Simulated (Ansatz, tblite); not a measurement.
TePb: GFN1-xTB, run from Python

These are simulated results from tblite 0.8.0, not measurements. The cell was built from a prototype and was relaxed with r2SCAN in plane waves (Ansatz 0.2.0). Not every such cell is a known phase. All runs are without spin polarisation.

Space group P6_3/mmc (No. 194), hexagonal; conventional cell a = 5.498 Å, c = 6.575 Å, 43.04 Å³ an atom. Pb has 5 Te at 3.17–3.29 Å; Te has 5 Pb at 3.17–3.29 Å.

tblite solves periodic systems at the zone centre alone, so the script builds a cluster of 2×2×2 conventional cells (32 atoms), which folds in a coarse mesh of k points.

The script, run.py:

```python
import json
from ase import Atoms
from ase.build import make_supercell
from ase.units import Bohr, GPa, Hartree
from tblite.interface import Calculator

atoms = Atoms(['Pb', 'Pb', 'Te', 'Te'],
              cell=[[5.49837626, 0.0, 0.0], [-2.74918813, 4.76173352, 0.0], [0.0, 0.0, 6.57524949]],
              scaled_positions=[[0.333333333, 0.666666667, 0.25], [0.666666667, 0.333333333, 0.75], [0.666666667, 0.333333333, 0.25], [0.333333333, 0.666666667, 0.75]],
              pbc=True)
cluster = make_supercell(atoms, [[2, 0, 0], [0, 2, 0], [0, 0, 2]])
calc = Calculator('GFN1-xTB', cluster.numbers, cluster.positions / Bohr, lattice=cluster.cell[:] / Bohr, periodic=cluster.pbc)
calc.set('temperature', 0.02 / Hartree)
calc.set('max-iter', 150)
res = calc.singlepoint()
levels = res.get('orbital-energies') * Hartree
nv = round(res.get('orbital-occupations').sum() / 2)
cells = len(cluster) // len(atoms)
out = {'energy_per_cell': res.get('energy') * Hartree / cells, 'homo': levels[nv - 1], 'lumo': levels[nv],
       'stress': (-res.get('virial') * Hartree / cluster.get_volume() / GPa).tolist(), 'charges': res.get('charges')[:len(atoms)].tolist(), 'electrons': 2 * nv / cells}
json.dump(out, open('results.json', 'w'))
for key, value in out.items():
    print(key, value)
```

Command: `python run.py`. It took 0.96 s on 1 thread of Arm Neoverse V1 (shared host), peak memory 0.099 GiB.

What it printed:

```
------------------------------------------------------------
  cycle        total energy    energy error   density error
------------------------------------------------------------
      1     -85.97829755960  -8.5763098E+01   7.2038667E-01
      2     -87.62952698727  -1.6512294E+00   3.9919141E-01
      3     -88.34802880995  -7.1850182E-01   1.1244621E-01
      4     -88.40311271557  -5.5083906E-02   2.8710707E-02
      5     -88.40652039222  -3.4076766E-03   2.1922494E-03
      6     -88.40652658051  -6.1882977E-06   1.9676907E-03
      7     -88.40654375967  -1.7179158E-05   1.6729863E-04
      8     -88.40654388504  -1.2537053E-07   8.9305532E-07
------------------------------------------------------------

 total:                                   0.309 sec
energy_per_cell -300.70807409200853
homo -9.235177446071145
lumo -6.980069492694995
stress [[-8.355988132497009, -8.302648895407734e-05, 1.4009553421997522e-06], [-8.302648895424703e-05, -8.356083998713396, -8.088419435612797e-07], [1.4009553422068315e-06, -8.088419435521469e-07, -3.9130777248048823]]
charges [0.3459096436169333, 0.3459021841244381, -0.3459079896403927, -0.3459061015457357]
electrons 20.0
```

The cycle table is in hartree for the whole cluster, and the lines after it are in eV (the energy for one cell). The printed stress is in GPa and positive in compression, and the pressure is its mean diagonal.

GFN1-xTB gives a gap of 2.26 eV. On the same cell, plane-wave PBE (Ansatz, 6×6×4 k points and the special points) gives a gap of 1.12 eV and r2SCAN a gap of 1.38 eV; on shared hosts these took about 8.7 and 20 core-seconds on the 4-atom cell, against 0.96 for the script. Spin-orbit coupling, left out in all these runs, can cut or reorder the gap by tenths of an eV, up to about 1 eV with Pb or Bi. xTB was fitted to molecules, so gaps, charges and pressures of solids can be far off, and the gap also depends on the size of the cluster.

The same script was run on cells scaled at fixed shape and fractional coordinates:

```csv
volume (Å³/atom),energy (meV/atom),"pressure (GPa, positive in compression)",gap (eV)
37.87,-140.9,-0.85,2.62
40.46,-95.0,-4.62,2.43
43.04,0.0,-6.88,2.26
45.62,125.9,-8.93,2.10
48.20,282.7,-10.30,1.95
```

The minimum lies beyond the smallest of these volumes.

xTB was fitted mostly to molecules, and a small cluster samples few k points, so gaps, pressures and kinks along a curve can be far from a solid's.

Spin-orbit coupling is left out; in compounds of Pb, Bi, Tl or Hg it can lower a gap by up to about 1 eV, split its edges or invert the bands.
